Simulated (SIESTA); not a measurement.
Crystal: BAs.

```
As B
1.0
     0.00000    2.38850    2.38850
     2.38850    0.00000    2.38850
     2.38850    2.38850    0.00000
As B
1 1
Cartesian
  3.5827 3.5827 3.5827
  0.0000 0.0000 0.0000
```

Base run:

| Quantity | Value |
| --- | --- |
| Program | SIESTA 5.4.2 |
| Functional | PBE |
| Potentials or basis | Ansatz (PBE files) |
| Basis | DZP (energy shift 0.003 Ry; two zetas on semicore shells) |
| Grid cutoff | 500 Ry |
| Energy shift | 0.003 Ry |
| k mesh | 10 × 10 × 10 |
| Occupations | fermi-dirac, width 0.05 eV |
| Spin | no spin polarisation |

Its results: band gap on the k mesh 1.34 eV, indirect (least direct gap 3.35 eV); pressure 4.5 GPa.

Problem. The run is repeated on the same cell with these changes: potentials or basis from Ansatz (PBE files) to PseudoDojo 0.4 stringent (PBE files); valence electrons from 18 to 26. What comes out?

Solution. Band gap on the k mesh 1.51 eV, indirect (least direct gap 3.34 eV); pressure 2.2 GPa.

Caveats: the basis of atomic orbitals isn't converged, which shifts pressures, moduli and gaps; short orbitals over semicore shells can move pressures by several GPa (some runs); the valence orbitals were made in a potential fitted to the semicore shell under them, which widens gaps by tenths of an eV or more (some runs).
